# Half the measured gap

Halve the measured band gap of CdTe, CdSe, CdS, ZnSe or SrO, and the result lies within about 0.3 eV of the gap that PBE gives. The computed value is too small in each of these five crystals. For the two others in the table, InAs and TePb, the rule is no guide, and in both cases a warning sign can be recognised before any calculation is run.

Band gaps of seven crystals, computed with exciting sodium: Kohn-Sham DFT with the PBE functional, all-electron LAPW+lo, no spin polarisation and no spin-orbit coupling, on the given cells without relaxation. The computed gaps are taken from the Kohn-Sham levels at the points of the listed k-mesh only.

```tsv
formula	space group	volume of the given cell (Å³/atom)	potentials or basis	k-mesh	computed band gap (eV)	measured band gap (eV)	range of the values found (eV)	what was measured, and how	source	computed less measured (eV)
TePb	Fm-3m	33.73	all electron LAPW+lo, shipped species files	7x7x7	1.007	0.2	0.19 to 0.32	band gap at L from dI/dV; scanning tunneling spectroscopy; bulk crystal	arXiv:2304.02844 (2023)	0.81
InAs	F-43m	27.49	all electron LAPW+lo, shipped species files	8x8x8	0	0.414	0.414 to 0.42	direct gap from band-to-band PL peak; photoluminescence; film	pmc:6881312 (2019)	-0.41
CdTe	F-43m	32.92	all electron LAPW+lo, shipped species files	7x7x7	0.860	1.57	1.57 to 1.592	direct allowed optical gap from Tauc plot; UV-vis transmission; film	pmc:6213385 (2018)	-0.71
CdSe	F-43m	28.94	all electron LAPW+lo, shipped species files	8x8x8	0.551	1.69	one value	direct gap from (alpha E)^2 extrapolation; spectroscopic ellipsometry; film	arXiv:1007.2297 (2010)	-1.14
CdS	P6_3mc	25.12	all electron LAPW+lo, shipped species files	7x7x4	1.193	2.44	2.4 to 2.5963	direct optical gap from Tauc plot of (alpha h nu)^2; UV-Vis diffuse reflectance; powder	pmc:10275871 (2023)	-1.25
ZnSe	F-43m	22.76	all electron LAPW+lo, shipped species files	8x8x8	1.288	2.6	2.59 to 2.695	direct optical gap at Gamma from Tauc plot of absorption; optical absorption spectroscopy; film	pmc:8624428 (2021)	-1.31
SrO	Fm-3m	16.90	all electron LAPW+lo, shipped species files	9x9x9	3.378	6.1	one value	fundamental gap from O K-edge XES/XAS second-derivative maxima; O K-edge XES and XAS; powder	arXiv:0908.1581 (2009)	-2.72
```

## The rule on two crystals

The rule reads

$$E_{\mathrm{PBE}} \approx \tfrac{1}{2}\,E_{\mathrm{exp}},$$

where $E_{\mathrm{PBE}}$ is the computed band gap and $E_{\mathrm{exp}}$ the measured one. For ZnSe the measured gap is 2.6 eV. Half of that is 1.3 eV, and the calculation gives 1.29 eV.

CdSe shows the rule at its weaker end. Its measured gap of 1.69 eV leads to an estimate of 0.85 eV, but the computed gap is only 0.55 eV. The estimate is therefore too high by about half of the value that it is meant to predict. An error of 0.3 eV matters little for a wide gap and a great deal for a narrow one.

The factor one half is empirical. A straight line through the origin, fitted to the five crystals named above, has a slope of 0.53, which was rounded to a number that can be used in the head. Both worked crystals belong to that fit, so they illustrate the rule and don't test it.

## Why the computed gap is too small

The fundamental gap compares two changes of the crystal: taking one electron out and putting one in. The measured gaps of the cadmium and zinc compounds are optical and can lie slightly lower, because the excited electron and the hole attract each other. A Kohn-Sham gap, by contrast, is the distance between the highest filled and the lowest empty level of a crystal whose electron number stays fixed. Even with the exact functional the two would differ by a jump of the exchange-correlation potential, called the derivative discontinuity, which occurs when an electron is added across the gap. PBE has no such jump, and its level distance has nothing to make up for the loss.

The size of the missing piece can be argued from exchange. Full, non-local exchange pulls filled levels down much more than empty ones, and so opens the gap by several electronvolts. In a solid the other electrons shift in response and weaken this effect. Dividing the bare opening $D$ by the electronic dielectric constant $\varepsilon$, which measures how strongly the electrons screen a field while the nuclei stay in place, gives

$$E_{\mathrm{exp}} \approx E_{\mathrm{PBE}} + \frac{D}{\varepsilon}.$$

Electrons held behind a wide gap are hard to displace, so $\varepsilon$ is small and the missing piece is large. By this argument the shortfall should grow along with the gap, as it does from 0.7 eV in CdTe to 2.7 eV in SrO. A quantity that grows roughly in step with the gap removes a roughly constant share of it. The argument gives the direction; that the share is close to one half is a finding of the table.

With rough recalled values of $\varepsilon$ and a single $D$ fitted to the same five crystals, the screening formula needs $D$ near 8 eV. Its typical miss is 0.3 eV, against 0.2 eV for plain halving. The formula is thus the poorer tool for a number, and the fitted $D$ also absorbs whatever else is wrong in the calculation. Its use is to suggest where halving must stop.

## Where the gap closes

InAs is that place. Its measured gap is about 0.4 eV, and halving predicts a small but open gap of 0.2 eV. The calculation gives no gap at all. In electronvolts this miss looks no larger than usual, yet it turns a semiconductor into a semimetal. The lowest conduction level at the zone centre has sunk below the valence top, and filled and empty bands touch. The density of states that the run reports at the Fermi level, 0.548 states/eV per cell, bears this out. It is what a threefold valence top at the zone centre gives on this mesh when it holds four electrons instead of six, the other two having dropped into the sunken level.

The screening formula offers a reason. InAs has a dielectric constant of roughly 12, so the missing piece is about 8/12, or 0.7 eV. That is more than the whole measured gap, and nothing is left over. The excess is smaller than the formula's typical miss of 0.3 eV, so the reason is plausible but not proven. Strong screening makes the shortfall smaller, but in this crystal it doesn't shrink as fast as the gap itself. The printed zero is also a floor: it hides how far the conduction level has sunk below the valence top, so the error of InAs can't be ranked with those of the crystals that stay open.

## Heavy atoms and missed corners

TePb, usually written PbTe, is the one crystal whose computed gap is too large: 1.0 eV against a measured 0.2 eV. This is no sign that PBE overestimates gaps. The calculation leaves out spin-orbit coupling, which is known to shrink the gap of this compound strongly. In addition, the gap lies at the point L on the boundary of the Brillouin zone, and an unshifted mesh with seven divisions has no point there. Both faults push the computed value up, and the table doesn't separate them.

The same omission flatters the rule in CdTe. Spin-orbit coupling splits the top of a valence band made of p orbitals and raises its upper part by a third of the splitting. For tellurium this comes to roughly 0.3 eV, which would lower the computed gap from about half of the measured one to little more than a third. CdSe would fall further too, to about a quarter. Halving therefore describes calculations without spin-orbit coupling, and for tellurides and selenides it would be too generous once the coupling is included.

CdTe and CdSe also show what the rule can't resolve. By measurement CdSe has the wider gap, by 0.1 eV; in the calculation CdTe does, by 0.3 eV. The larger spin-orbit shift of CdTe would remove about half of this lead. The rest may come from the cells, since that of CdTe is about one per cent too short in its edge and that of CdSe about one per cent too long, each worth roughly 0.1 eV. Two crystals with measured gaps this close can't be put in order by halving.

## How far to trust it

Over the five crystals the typical miss of the halving rule is 0.2 eV. Subtracting one constant amount from every measured gap does much worse, with a typical miss of 0.7 eV, because no single amount suits both CdTe and SrO. Much of this contrast rests on SrO alone. Without it, halving misses by 0.15 eV and a refitted constant by 0.23 eV, so among the cadmium and zinc compounds the advantage is modest. The printed analysis after the text lists the misses crystal by crystal.

Used backwards, the rule says that the real gap is twice the computed one. Every miss in electronvolts then doubles as well. For CdSe, doubling gives 1.1 eV, which is 0.6 eV below the measured gap, and for SrO it overshoots by 0.7 eV. A computed zero can't be doubled into anything useful, as InAs shows. An engineer who screens materials by their computed gaps should therefore keep candidates over a broad window.

The same crystals treated with a hybrid functional would behave differently. Such a functional mixes in a share of non-local exchange and so supplies part of the missing opening directly. By the screening argument the right share is about $1/\varepsilon$. A fixed share can then suit the semiconductors and still leave the gap of a wide-gap oxide too small, so the error would no longer be a constant fraction of the gap.

## What SrO leaves open

The table has no crystal between ZnSe and SrO, a stretch of more than 3 eV. A factor fitted to the four cadmium and zinc compounds alone predicts 2.9 eV for SrO, while the calculation gives 3.4 eV. The oxide keeps a larger share of its gap than CdSe, CdS and ZnSe do. CdTe keeps nearly the same share as SrO, but its computed gap is raised by the missing spin-orbit coupling and by its short cell.

Part of the difference may be technical. The conduction-band minimum of SrO is known to lie at the zone-boundary point X, which the mesh misses, so the gap in the table is an upper bound to the one that PBE has for this cell; the reference is a single X-ray measurement. Part may be chemical. Cadmium and zinc carry a filled d shell that PBE places too close below the valence band, where it pushes the valence top up and narrows the gap, and strontium has no such shell nearby. Whether oxides without shallow d electrons really follow a factor above one half is a question that a few more of them, computed on meshes that contain X, would help to answer.

Output of the analysis:

```
fit of y on 5 rows (ok): coefficient of measured 0.5276 +/- 0.027; rms 0.178, worst CdSe 0.341, leave-one-out rms 0.279
  rows outside the fit (model, value, miss): TePb 0.1055, 1.007, -0.901; InAs 0.2184, 0, 0.218
fit of err on 5 rows (ok): coefficient of inveps -7.919 +/- 0.77; rms 0.301, worst SrO 0.458, leave-one-out rms 0.437
  rows outside the fit (model, value, miss): TePb -0.24, 0.81, -1.05; InAs -0.6599, -0.41, -0.25
Half rule, doubling rule and screening estimate in eV:
   row  computed over measured  half of measured  miss of half rule  doubled computed gap  miss of doubling  screening estimate
  TePb                   5.035               0.1             -0.907                 2.014             1.814                   0
  InAs                       0             0.207              0.207                     0            -0.414                   0
  CdTe                  0.5478             0.785             -0.075                  1.72              0.15              0.4547
  CdSe                   0.326             0.845              0.294                 1.102            -0.588              0.4128
   CdS                  0.4889              1.22              0.027                 2.386            -0.054              0.9459
  ZnSe                  0.4954               1.3              0.012                 2.576            -0.024               1.258
   SrO                  0.5538              3.05             -0.328                 6.756             0.656               3.838
Half rule, rms miss over the five comparable rows, eV: 0.2003
Half rule, largest miss over the five rows, eV: 0.328
Half rule, rms miss without SrO, eV: 0.1524
Doubling rule, rms miss over the five rows, eV: 0.4005
Constant shift, mean over the five rows, eV: -1.426
Constant shift, rms miss over the five rows, eV: 0.6802
Constant shift refitted without SrO, rms miss, eV: 0.2347
Factor fitted without SrO: 0.4736
SrO gap predicted with that factor, eV: 2.889
CdTe computed over measured with estimated spin-orbit shift: 0.3567
CdSe computed over measured with estimated spin-orbit shift: 0.2432
Half rule, rms miss over the five rows with estimated spin-orbit shifts, eV: 0.2728
Rough gap change for a cell edge 1 per cent off, eV: 0.09
Computed gap of CdTe less that of CdSe, eV: 0.309
Measured gap of CdTe less that of CdSe, eV: -0.12
```
